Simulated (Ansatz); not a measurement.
**Ligand exchange: C5H12 + KSH → C4H10S + CH3K**

Species: C5H12 (isopentane) `CCC(C)C`, singlet; KSH `[SH][K]`, singlet; C4H10S (isobutyl mercaptan) `CC(C)CS`, singlet; CH3K `[CH3][K]`, singlet. The partners trade CH3 for SH: C–CH3 and K–SH bonds give way to C–SH and K–CH3.

Shapes, held fixed at every level: PBE0-D4/def2-TZVP. Flexible molecules stand in one conformer, not always the lowest. Programs: Ansatz 0.2.0. Electronic energies: no zero-point or thermal term.

```csv
level,kind,ΔE (kJ/mol),less CCSD(T)/def2-TZVPP
HF/def2-TZVPP,Hartree–Fock,+262.3,+32.6
PBE-D4/def2-TZVPP,GGA,+213.0,-16.7
B3LYP-D4/def2-TZVPP,global hybrid,+223.6,-6.1
PBE0-D4/def2-TZVPP,global hybrid,+230.0,+0.3
wB97M-V/def2-TZVPP,range-separated hybrid,+229.2,-0.5
CCSD/def2-TZVPP,coupled cluster or CI,+235.8,+6.1
CCSD(T)/def2-TZVPP,coupled cluster or CI,+229.7,0.0
```

The highest level, CCSD(T)/def2-TZVPP, gives ΔE = +229.7 kJ/mol; the levels span +213.0 to +262.3. The column of differences is taken from that level and isn't an error. No measured value is set beside it here. Outer-core shells of K are correlated in most correlated rows, in sets that cover them unevenly.
